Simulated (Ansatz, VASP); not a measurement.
## Rb in VASP and in Ansatz

File INCAR:

```
PREC = Accurate ; ENCUT = 520
EDIFF = 1E-6 ; ISMEAR = -1
SIGMA = 0.1 ; LREAL = F
LASPH = T ; NELM = 60
ALGO = Normal ; ISIF = 2
LWAVE = F ; LCHARG = F
NBANDS = 16
```

File KPOINTS:

```
regular mesh
0
Gamma
  9 9 5
```

Contents of POSCAR:

```
Rb
1.0
    4.7868302380      0.0000000000      0.0000000000
   -2.3934151190      4.1455165897      0.0000000000
    0.0000000000      0.0000000000      7.8682892793
Rb
2
Direct
    0.3333333333      0.6666666667      0.2500000000
    0.6666666667      0.3333333333      0.7500000000
```

Input for Ansatz:

```yaml
crystal:
  lattice:
    - [4.786830238, 0.0, 0.0]
    - [-2.393415119, 4.1455165897, 0.0]
    - [0.0, 0.0, 7.8682892793]
  atoms:
    - { symbol: Rb, position: [0.3333333333, 0.6666666667, 0.25] }
    - { symbol: Rb, position: [0.6666666667, 0.3333333333, 0.75] }
kpoints:
  mp_grid: { grid: [9, 9, 5] }
  band_path:
    path:
      - [0.0, 0.0, 0.0]
      - [0.5, 0.0, 0.0]
      - [0.3333333333, 0.3333333333, 0.0]
      - [0.0, 0.0, 0.0]
      - [0.0, 0.0, 0.5]
      - [0.5, 0.0, 0.5]
      - [0.3333333333, 0.3333333333, 0.5]
      - [0.0, 0.0, 0.5]
      - [0.5, 0.0, 0.5]
    npoints: 14
scf:
  occupations: { method: fermi_dirac, width: 0.1 }
hamiltonian:
  xc: lda
  pseudopotentials: { kind: all_electron, lapw: { basis_error: 0.001 } }
output:
  forces: true
  stress: true
  eigenvalues: true
  populations: true
  dos: { projected: true, de: 0.2, e_range: [-14, 8] }
```

This isn't the form of Rb at room conditions, which is bcc.

Alike in both runs: task single point; functional LDA; k mesh 9 × 9 × 5; occupations fermi-dirac, width 0.1 eV; no spin polarisation.

```csv
,VASP,Ansatz
version,VASP 6.6.1,Ansatz 0.2.0
potentials or method,"VASP PAW LDA potentials, release 64 (Rb_sv)","all-electron LAPW, scalar-relativistic"
plane-wave cutoff (eV),520,see its input
```

```tsv
	VASP	Ansatz	Ansatz less VASP
pressure (GPa)	0.0	0.0	0.00
```

Ansatz ran all-electron here, so the differences hold the error of VASP's frozen core and of both bases.
